A crystal that comes out larger and easier to compress looks like a crystal with weaker springs. By that reading, a density functional that enlarges InAs and lowers its bulk modulus has made the bonds softer, and the advice would be to choose the functional with the right bond stiffness. The calculated values seem to agree at first sight.

GPAW 26.7.0, plane-wave PAW DFT without spin polarisation, spin-orbit coupling or an added dispersion correction, for InAs (F-43m, 2 atoms): 600 eV cutoff, 6 × 6 × 6 k mesh, Fermi-Dirac smearing of 0.05 eV. Each row is fitted to energies at seven volumes, 0.94 to 1.06 times the given cell (27.49 Å³/atom), with cell shape and fractional coordinates fixed.

```tsv
functional	potentials	equilibrium volume (Å³/atom)	equilibrium volume change (% of the given cell)	bulk modulus (GPa)	bulk modulus slope
LDA	JTH-PAW-2.0	27.384	-0.380	59.60	4.950
C09-vdW	GPAW-PAW-data-sets-(gpaw-data-1.2.1)	28.515	3.730	54.90	4.680
PBEint	PAW-data-sets-made-by gpaw-setup-for-the-functional	28.551	3.860	54.30	4.350
WC	PAW-data-sets-made-by gpaw-setup-for-the-functional	28.166	2.460	56.60	4.540
vdW-DF-cx	GPAW-PAW-data-sets-(gpaw-data-1.2.1)	28.719	4.470	53.70	4.630
```

The equilibrium volume is the volume at which the energy is lowest, and the bulk modulus is the resistance to a uniform change of volume there. From LDA to vdW-DF-cx the volume grows by 4.9 % and the modulus falls by 9.9 %. The other three functionals lie in between, and in every row a larger volume goes with a lower modulus. But each modulus belongs to a different crystal size, so the column mixes the stiffness of the bonds with the length at which it is taken.

Putting all five functionals into the same given cell separates the two. LDA then has the lowest modulus, about 58 GPa, and the other four lie between 63 and 66 GPa. Second differences of the calculated energies, which avoid the fitted curve, also put LDA lowest. The functionals with the larger equilibrium cells therefore do not have softer bonds at equal length; they are softer at their own minima because their bonds are longer there.

A diatomic molecule under an outward pull shows how this happens. Its bond lengthens, and because the energy curve flattens at larger distance, its force constant drops although the molecule is still the same. Going from LDA to any of the other four functionals acts on InAs like such a pull. The comparison holds for the direction of the effect, but its size needs one more ingredient, because the pull from a functional changes with distance.

Theory gives a reason for the outward push. LDA takes the exchange and correlation energy from the local density alone, and it tends to bind solids too tightly. Functionals that use the density gradient lower the exchange energy where the density is uneven, and moving atoms apart makes the density between them more uneven. In C09-vdW and vdW-DF-cx, nonlocal correlation adds an attraction as well, and the results show only the net effect, which is outward relative to LDA.

The calculated stresses show the push directly for two functionals. In the given cell PBEint pushes outward by 2.5 GPa more than LDA, and WC by 1.7 GPa more. When the volume is 6 % larger, these pushes have dropped to 2.2 and 1.5 GPa. A push that fades as the crystal expands gives less and less help to further expansion, and so it adds stiffness of its own.

This gives a simple model. Let $B_0$ be the LDA bulk modulus at the LDA volume $V_0$, and let $B'$ be the bulk modulus slope, the rate at which the modulus rises with pressure. A push $q$ stretches the LDA crystal until its inward pull balances $q$, and at that volume $V$ its own modulus has dropped to $B_0(V_0/V)^{B'}$, which equals $B_0-B'q$. If the push falls with volume as $V^{-m}$, it contributes $mq$, so that

$$B = B_0-(B'-m)\,q .$$

The two stress comparisons give a mean $m$ of about 2.4, while $B'$ for LDA is 4.95. The flattening of the curve therefore wins over the fading of the push, and the larger crystal is softer at its own minimum. In the same cell, where no stretching is involved, only the added stiffness remains, and the order turns round.

The vdW-DF-cx row can be worked through in full, as this row played no part in finding $m$. Stretching the LDA crystal from 27.384 to 28.719 Å$^3$/atom multiplies its modulus by $(27.384/28.719)^{4.95}=0.79$, which turns 59.6 GPa into 47.1 GPa. The pull to be balanced is $(59.6-47.1)/4.95$, or about 2.5 GPa. The fading push then adds $2.4\times2.5$, about 6 GPa, and the total of 53 GPa compares with 53.7 GPa in the table.

The model takes each functional's volume as known and predicts only the modulus. It comes out slightly low for all four functionals beyond LDA, by less than 1 GPa. With a constant push instead, the predictions would be 5 to 7 GPa too low, so the fading is essential. For WC and PBEint the agreement is mainly a check of consistency, since their stresses supplied $m$; for the two nonlocal functionals it is a transfer. The printed output after this text gives the comparison row by row.

One weakness bears on every step that starts from LDA. That row alone uses JTH potentials, an outside data set, so an unknown part of its distance from the others may come from the potentials. The run itself converged without a warning; a caution that this outside data set was cut short comes from the data makers' tests on other systems, and does not show how large the effect is in InAs. The step from WC to PBEint is cleaner, because both use data sets made for the functional. It enlarges the volume by 1.4 % and again lowers the modulus, so the link between size and softness does not rest on the LDA row alone. In the given cell PBEint is slightly stiffer than WC, by less than 1 GPa, so the order turns round for this pair too. C09-vdW and PBEint fit less well: their volumes and outward pressures are nearly equal, yet C09-vdW is stiffer in the given cell by about 1 to 3 GPa, depending on the route, so the size of the push alone does not fix the order. The much larger reversal against LDA, and the value of $m$, do depend on the LDA row. The five rows are also a selection, from which failed runs, runs with known program faults and some with graver warnings were left out, so their regular order need not hold for every functional.

For a lattice constant, the choice depends on the tolerance. The whole spread is just under 0.1 Å, or 1.6 %, so a model that can bear an error of 2 % hardly feels the choice among these five. If half a percent matters, it does: LDA and WC alone differ by 0.9 %. C09-vdW and PBEint, by contrast, differ by only 0.13 % in volume, and with different potentials their order should be treated as a tie.

Which level is right is harder to say than how far apart they are. The measured volume is, as a rough recollection, about 28 Å$^3$/atom, which suggests that LDA makes the crystal too small and vdW-DF-cx too large. So coarse a value cannot decide between LDA and WC. The calculations also leave out zero-point motion and temperature, which would enlarge each cell somewhat, and convergence with the k mesh has not been tested. Between LDA and WC, these runs therefore give no firm ground for a choice: both converged without a warning, and the caution about the LDA potentials, drawn from other systems, is too weak to settle it.

For elastic data, the cell deserves more care than the name of the functional. Moving vdW-DF-cx from its own minimum to the given cell raises its modulus from 53.7 to about 66 GPa. That change of 12 GPa is twice the spread of the whole bulk modulus column, and for each of the other functionals beyond LDA the change also exceeds that spread. The same cell holds vdW-DF-cx under an outward pressure of 2.6 GPa, which reflects only the mismatch between cell and functional. Before elastic data are computed, the cell should therefore be relaxed with the same functional, unless the strain is intended.

For the band gap, none of the five is suitable. Near equilibrium all of them give a crystal without a gap on the mesh, whereas real InAs is a semiconductor with a gap of roughly 0.4 eV, again a recalled value. Functionals of this kind place the conduction band edge too low relative to the top of the valence band. At 0.94 of the given cell's volume, C09-vdW, PBEint and vdW-DF-cx do show a gap of about 0.1 eV. That is roughly a tenth below their own equilibrium volumes, so it is a response to strong compression and no cure. A hybrid functional or a quasiparticle method, with spin-orbit coupling included, is the appropriate next level.

The costs can be judged only from the methods, as no timings are at hand. LDA, WC and PBEint need nearly the same work, since the density gradient is cheap to form. Nonlocal correlation adds Fourier transforms of density-dependent quantities, usually a moderate extra. A hybrid functional is far more expensive in plane waves, because exchange must be evaluated between pairs of states, so it is best kept for the electronic structure after a cheaper functional has settled the cell. The gap then depends on that cell, as its opening under compression shows, so the cell should be reported with it.

For another functional of this family applied to InAs, the model offers a first guess. Each GPa of outward push relative to LDA should lower the modulus at the new minimum by about $4.95-2.4$, or roughly 2.5 GPa. A single stress calculation in the LDA equilibrium cell gives the approximate push, slightly too high because the push fades on the way to the new minimum. The guess fails if the new functional's push fades at a very different rate, which a second comparison with the LDA stress, at a larger volume, would reveal.

Numerical output:

```
Each functional at its own minimum, steps from LDA:
        row  lattice constant (angstrom)  lattice constant step (%)  volume step (%)  bulk modulus step (%)
        LDA                        6.028                          0                0                      0
    C09-vdW                         6.11                      1.358             4.13                 -7.886
     PBEint                        6.113                      1.401            4.262                 -8.893
         WC                        6.085                      0.943            2.856                 -5.034
  vdW-DF-cx                        6.125                      1.599            4.875                 -9.899
All functionals in the same given cell:
        row  outward pressure (GPa)  bulk modulus from fit (GPa)  bulk modulus from energy differences (GPa)  mesh gap at 0.94 volume (eV)
        LDA                 -0.2272                        58.48                                       57.45                             0
    C09-vdW                   2.193                        65.16                                       66.73                       0.09645
     PBEint                   2.236                        64.03                                       63.67                        0.1387
         WC                   1.455                         63.2                                       63.41                             0
  vdW-DF-cx                   2.604                        65.76                                       67.17                        0.1226
Push of PBEint over LDA at 1.00 volume (GPa): 2.49
Push of PBEint over LDA at 1.06 volume (GPa): 2.188
Push of WC over LDA at 1.00 volume (GPa): 1.711
Push of WC over LDA at 1.06 volume (GPa): 1.47
Mean power with which the push falls with volume: 2.415
Bulk modulus predicted from the LDA curve:
        row  constant push (GPa)  its miss (GPa)  fading push (GPa)  its miss with fading (GPa)
        LDA                 59.6               0               59.6                           0
    C09-vdW                48.78           -6.12              54.06                      -0.841
     PBEint                48.48          -5.824               53.9                     -0.3965
         WC                51.85          -4.754              55.63                     -0.9708
  vdW-DF-cx                47.09          -6.611              53.19                     -0.5071
Volume step from WC to PBEint (%): 1.367
Volume step from C09-vdW to vdW-DF-cx (%): 0.7154
Volume step from C09-vdW to PBEint (%): 0.1262
Whole spread of lattice constants (angstrom): 0.09641
```
